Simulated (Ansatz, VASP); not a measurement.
## Ge: VASP beside Ansatz

File INCAR:

```
SYSTEM = Ge
ALGO = Normal ; EDIFF = 1E-8
ENCUT = 520 ; GGA = PS
ISIF = 2 ; ISMEAR = -1
LASPH = .TRUE. ; LCHARG = .FALSE.
LEFG = .TRUE. ; LREAL = .FALSE.
LWAVE = .FALSE. ; NBANDS = 21
NELM = 80 ; PREC = Accurate
SIGMA = 0.05
```

Contents of KPOINTS:

```
k-points
0
G
  11 11 11
  0 0 0
```

POSCAR

```
Ge
1.0
    0.0000000000      2.8374271074      2.8374271074
    2.8374271074      0.0000000000      2.8374271074
    2.8374271074      2.8374271074      0.0000000000
Ge
2
Direct
    0.0000000000      0.0000000000      0.0000000000
    0.2500000000      0.2500000000      0.2500000000
```

Input for Ansatz:

```yaml
crystal:
  lattice:
    - [0.0, 2.8374271074, 2.8374271074]
    - [2.8374271074, 0.0, 2.8374271074]
    - [2.8374271074, 2.8374271074, 0.0]
  atoms:
    - { symbol: Ge, position: [0.0, 0.0, 0.0] }
    - { symbol: Ge, position: [0.25, 0.25, 0.25] }
kpoints:
  mp_grid: { grid: [11, 11, 11] }
  band_path:
    path:
      - [0.0, 0.0, 0.0]
      - [0.5, 0.0, 0.5]
      - [0.625, 0.25, 0.625]
      - [0.375, 0.375, 0.75]
      - [0.0, 0.0, 0.0]
      - [0.5, 0.5, 0.5]
      - [0.5, 0.25, 0.75]
      - [0.5, 0.0, 0.5]
    npoints: 5
scf:
  occupations: { method: fermi_dirac, width: 0.05 }
hamiltonian:
  xc: pbesol
  pseudopotentials: { kind: paw }
output:
  forces: true
  stress: true
  eigenvalues: true
  efg: { contact_densities: true }
```

Alike in both runs: task electric field gradients; functional PBEsol; k mesh 11 × 11 × 11; occupations fermi-dirac, width 0.05 eV; no spin polarisation.

```csv
,VASP,Ansatz
version,VASP 6.6.1,Ansatz 0.2.0
potentials or method,"VASP PAW PBE potentials, release 64 (Ge_d)","PAW with Ansatz's default frozen-core files, scalar-relativistic"
plane-wave cutoff (eV),520,420
valence electrons in the cell,28,28
```

```tsv
	VASP	Ansatz	Ansatz less VASP
pressure (GPa)	0.0	0.0	+0.08
Vzz of the field gradient on the site that differs most (V/Å²)	0.0	0.0	-0.01
```

The functional is the same, so the differences come from potentials, cutoffs and numerics.

Caveats: the PAW data sets were made with another functional, which shifts forces and pressure a little (VASP).
